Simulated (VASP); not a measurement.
# TaS2: relaxation of cell and atoms with PBEsol+D4

Crystal: TaS2.

```xyz
3
Lattice="3.3500 0.0000 0.0000 -1.6750 2.9012 0.0000 0.0000 0.0000 5.8600" Properties=species:S:1:pos:R:3 pbc="T T T"
Ta    0.0000    0.0000    0.0000
S     1.6750    0.9671    4.3950
S     0.0000    1.9341    1.4650
```

| Quantity | Value |
| --- | --- |
| Program | VASP 6.6.1 |
| Task | relaxation of cell and atoms |
| Functional | PBEsol |
| Dispersion | D4 |
| Potentials or basis | VASP PAW PBE potentials, release 64 (Ta_pv, S) |
| Cutoff | 600 eV |
| k mesh | 9 × 9 × 5 |
| Occupations | fermi-dirac, width 0.05 eV |
| Spin | no spin polarisation |
| Further INCAR settings | ALGO = Normal; EDIFF = 1e-06; IBRION = 2; EDIFFG = -0.02; NSW = 60; ISIF = 3 |

```yaml
Relaxed_volume: 18.07 Å³/atom
Relaxed_cell: a = 3.297 Å, b = 3.297 Å, c = 5.759 Å, α = 90.00°, β = 90.00°, γ = 120.00°
Space_group_after_relaxing_to_0.05_Å: P-3m1 (No. 164)
Energy_gained_by_relaxing: 28.2 meV/atom
Ionic_steps: 15
Pressure_after_relaxing: 0.1 GPa
Band_gap_on_the_k_mesh: none (metal or under the smearing width)
Dispersion_energy_per_atom: -0.199 eV
```

Forces in eV/Å, atoms in the order of the input:
```
Ta   0.000  0.000  0.000
S    0.000  0.000 -0.003
S    0.000  0.000  0.003
```

Stress tensor (GPa, compression positive):
```
 0.17  0.00  0.00
 0.00  0.17  0.00
 0.00  0.00 -0.05
```

The path:
| step | energy change (eV) | largest force (eV/Å) | pressure (GPa) | volume (Å³) |
| --- | --- | --- | --- | --- |
| 1 | 0.0000 | 1.0256 | 3.08 | 56.95 |
| 2 | 0.0254 | 0.8025 | -7.92 | 59.99 |
| 3 | -0.0440 | 0.1680 | -2.22 | 58.28 |
| 4 | -0.0675 | 0.0743 | -0.84 | 56.94 |
| 5 | -0.0682 | 0.0558 | -0.56 | 56.69 |
| 6 | -0.0704 | 0.2123 | 0.52 | 56.18 |
| 7 | -0.0704 | 0.2276 | 0.62 | 56.13 |
| 8 | -0.0718 | 0.2222 | 0.55 | 56.05 |
| 9 | -0.0753 | 0.2070 | 0.35 | 55.83 |
| 10 | -0.0795 | 0.1752 | -0.01 | 55.37 |
| 11 | -0.0744 | 0.1022 | -0.52 | 54.43 |
| 12 | -0.0798 | 0.1706 | -0.09 | 55.14 |
| 13 | -0.0825 | 0.0468 | -0.57 | 54.97 |
| 14 | -0.0832 | 0.0538 | -0.95 | 54.83 |
| 15 | -0.0846 | 0.0026 | 0.10 | 54.21 |

Final structure:
```xyz
3
Lattice="3.2968 0.0000 0.0000 -1.6484 2.8551 0.0000 0.0000 0.0000 5.7588" Properties=species:S:1:pos:R:3 pbc="T T T"
Ta   -1.6484    2.8551    5.7588
S     1.6484    0.9517    4.2115
S     0.0000    1.9034    1.5473
```

Levels at points of the mesh, in eV from the Fermi level:
| k point | band 9 | band 10 | band 11 | band 12 | band 13 | band 14 | band 15 |
| --- | --- | --- | --- | --- | --- | --- | --- |
| (0.00, 0.00, 0.00) | -0.98 | -0.41 | -0.41 | -0.11 | 0.28 | 0.28 | 3.82 |

Run time: 3.3 min on 1 thread of Intel(R) Xeon(R) 6975P-C (Granite Rapids) (shared host), peak memory 0.24 GiB.

Caveat: the PAW data sets were made with another functional, which shifts forces and pressure a little. The run has no spin-orbit coupling, so splittings on Ta are missing.
